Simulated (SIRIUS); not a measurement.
## Pr: equation of state with AM05

Crystal: Pr.

```
CELL_PARAMETERS angstrom
-2.09737 2.09737 2.09737
2.09737 -2.09737 2.09737
2.09737 2.09737 -2.09737
ATOMIC_POSITIONS crystal
Pr 0.00000 0.00000 0.00000
```

This isn't the form of Pr at room conditions, which is double hcp.

| Quantity | Value |
| --- | --- |
| Program | SIRIUS 7.12.0 |
| Task | equation of state |
| Functional | AM05 |
| Potentials or basis | all-electron FP-LAPW |
| Cutoff | 168 eV |
| Basis | apw+lo standard |
| k mesh | 9 × 9 × 9 |
| Occupations | fermi-dirac, width 0.05 eV |
| Spin | collinear spin, ferromagnetic start |
| Starting moments | [2.0] μB |
| Muffin tin radii | Pr 2.65 bohr |
| Basis cutoff (gk_cutoff) | 3.51 1/bohr |
| Cutoff of density and potential (pw_cutoff) | 20 1/bohr |
| lmax of the basis | 11 |
| lmax of density and potential | 8 |
| Valence relativity | iora |
| Core states | Pr 1s2s2p3s3p3d4s4p |
| Local orbitals (radial functions) | Pr 17 |
| Smallest sphere radius times basis cutoff | 9.3 |

```json
{
  "Equilibrium volume": "outside the volumes run"
}
```

Energy against volume, from the lowest point:
```
volume (Å³/atom)  energy (meV/atom)
          34.691               0.00
          35.429              22.98
          36.167              46.32
          36.905              70.38
          37.643              95.01
          38.381             120.14
          39.119             145.63
```

All runs of the series together: 13 min on 1 thread of Arm Neoverse V1 (shared host).

Caveat: the minimum lies outside the volumes run; the magnetic or orbital state may not be the lowest. The state reached can hang on the start; a lower one may exist.
